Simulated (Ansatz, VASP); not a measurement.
## Si4C: VASP beside Ansatz

The input INCAR:

```
SYSTEM = Si4C
  PREC = Accurate
  ENCUT = 520
  EDIFF = 1E-6
  ISMEAR = 0
  SIGMA = 0.1
  LREAL = .False.
  LASPH = .True.
  NELM = 100
  ALGO = Fast
  ISIF = 2
  LWAVE = .False.
  LCHARG = .False.
  GGA = PE
  NBANDS = 18
```

KPOINTS

```
Automatic mesh
0
Gamma
  10 10 10
  0 0 0
```

File POSCAR:

```
Si4C
1.0
   -2.5779072686      2.5779072686      2.5779072686
    2.5779072686     -2.5779072686      2.5779072686
    2.5779072686      2.5779072686     -2.5779072686
Si C
4 1
Direct
    0.5000000000      0.5000000000      0.5000000000
    0.5000000000      0.0000000000      0.0000000000
    0.0000000000      0.0000000000      0.5000000000
    0.0000000000      0.5000000000      0.0000000000
    0.0000000000      0.0000000000      0.0000000000
```

Input for Ansatz:

```yaml
crystal:
  lattice:
    - [-2.5779072686, 2.5779072686, 2.5779072686]
    - [2.5779072686, -2.5779072686, 2.5779072686]
    - [2.5779072686, 2.5779072686, -2.5779072686]
  atoms:
    - { symbol: Si, position: [0.5, 0.5, 0.5] }
    - { symbol: Si, position: [0.5, 0.0, 0.0] }
    - { symbol: Si, position: [0.0, 0.0, 0.5] }
    - { symbol: Si, position: [0.0, 0.5, 0.0] }
    - { symbol: C, position: [0.0, 0.0, 0.0] }
basis:
  ecutwfc: 420
kpoints:
  mp_grid: { grid: [10, 10, 10] }
  band_path:
    path:
      - [[0.0, 0.0, 0.0], [0.5, -0.5, 0.5], [0.0, 0.0, 0.5], [0.0, 0.0, 0.0], [0.25, 0.25, 0.25], [0.5, -0.5, 0.5]]
      - [[0.25, 0.25, 0.25], [0.0, 0.0, 0.5]]
    npoints: 14
hamiltonian:
  xc: pbe
scf:
  occupations: { method: gaussian, width: 0.1 }
  n_extra_bands: 12
output:
  forces: true
  stress: true
  eigenvalues: true
  populations: true
  dos: { projected: true, de: 0.02, nscf_kmesh: { grid: [12, 12, 12] } }
  bader: true
  write_density: true
  write_potential: true
  elf: true
  volumetric_format: npy
```

The cell was built by a generator and needn't be a form met in nature.

Alike in both runs: task single point; functional PBE; k mesh 10 × 10 × 10; occupations gaussian, width 0.1 eV; no spin polarisation.

```csv
,VASP,Ansatz
version,VASP 6.6.1,Ansatz 0.2.0
potentials or method,"VASP PAW PBE potentials, release 64 (Si, C)","scalar-relativistic, plane waves, PAW"
plane-wave cutoff (eV),520,420
valence electrons in the cell,20,20
```

|  | VASP | Ansatz | Ansatz less VASP |
| --- | --- | --- | --- |
| gap on the k mesh at the Fermi level (eV) | none | none | - |
| pressure (GPa) | 0.0 | 0.0 | +0.01 |

A gap of «none» marks a metal or a gap that the smearing closes.
